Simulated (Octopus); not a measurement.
# CaF2 (Fluorite): single point with PBE

CaF2 (Fluorite):

```
CELL_PARAMETERS angstrom
0.00000 2.73100 2.73100
2.73100 0.00000 2.73100
2.73100 2.73100 0.00000
ATOMIC_POSITIONS crystal
Ca 0.00000 0.00000 0.00000
F 0.75000 0.75000 0.75000
F 0.25000 0.25000 0.25000
```

- Program: Octopus 16.4
- Task: single point
- Functional: PBE
- Potentials or basis: pseudodojo_pbe (PseudoDojo 0.5, PBE)
- Grid spacing: 0.133 Å
- k mesh: 8 × 8 × 8
- Occupations: fermi-dirac, width 0.05 eV
- Spin: no spin polarisation
- Eigensolver: chebyshev_filter
- k-point symmetries used: yes
- ConvRelDens: 3e-07
- ExtraStates: 7
- DerivativesOrder: 8

```
Band gap on the k mesh : 7.33 eV, indirect (least direct gap 7.59 eV)
```

Levels at points of the mesh, in eV from the valence-band top:
```tsv
k point	band 10	band 11	band 12	band 13	band 14	band 15
(0.00, 0.00, 0.00)	-0.25	-0.25	-0.25	7.33	9.19	9.19
(0.50, 0.00, 0.00)	-1.23	-0.83	-0.83	9.40	9.40	9.77
(0.50, 0.50, 0.00)	-0.36	-0.36	0.00	8.14	9.54	10.10
```

Run time: 3.1 min on 1 thread of Intel(R) Xeon(R) 6975P-C (Granite Rapids) (shared host), peak memory 0.85 GiB.

A k mesh can miss the band edges. PBE gaps usually lie below the measured ones, often by a third to a half.
